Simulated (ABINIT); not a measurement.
A run of ABINIT 10.8.3 (patched build) is set up as follows.

run.abi

```
# Pseudopotentials
pp_dirpath "./"
pseudos "Cu.GGA_PBE-JTH.xml, O.GGA_PBE-JTH.xml"

# Structure
acell 5.3598776583 5.3598776558 5.2309750363
rprim
     1.0000000000     0.0000000000     0.0000000000
    -0.4999999985     0.8660254047     0.0000000000
     0.0000000000     0.0000000000     1.0000000000
ntypat 2
znucl 29 8
natom 2
typat 1 2
xred
     0.0118650000     0.0046010000    -0.0191100000
     0.6452750000     0.3278360000     0.5076110000
chkprim 0
chksymtnons 0
tolsym 1.0e-6

# Plane-wave basis
ecut 707.496042 eV
pawecutdg 48.0
pawxcdev 0

# k points
kptopt 1
ngkpt 11 11 10
nshiftk 1
shiftk 0.0 0.0 0.0

# Exchange and correlation
ixc 11

# Bands and occupations
nband 17
occopt 3
tsmear 0.05 eV

# SCF cycle
nstep 100
tolvrs 1.0e-9

# Output
iomode 3
prtwf 0
prteig 0
prtebands 0
enunit 2
prtden 1
prtvha 1
prtvclmb 1
prtpot 1
```

Potentials or basis: JTH PAW PBE v2.0.

Run with:

```bash
$ mpirun --bind-to none -np 4 abinit run.abi > log 2>&1
```

Problem. Estimate the largest force.

Solution. 0.284 eV/Å.

Problem. What does it give for the band gap on the k mesh?

Solution. None (metal or under the smearing width).

Stress tensor (GPa, compression positive):
```
 3.68 -0.36 -0.78
-0.36  3.30 -0.29
-0.78 -0.29 -6.64
```

Caveat: an odd number of electrons without spin polarisation forces a metal; a magnetic or distorted state may lie lower; the run has no spin polarisation, though such a crystal can be magnetic; semilocal functionals often make such compounds metallic where correlation or magnetic order opens a gap, which also shifts bond lengths.
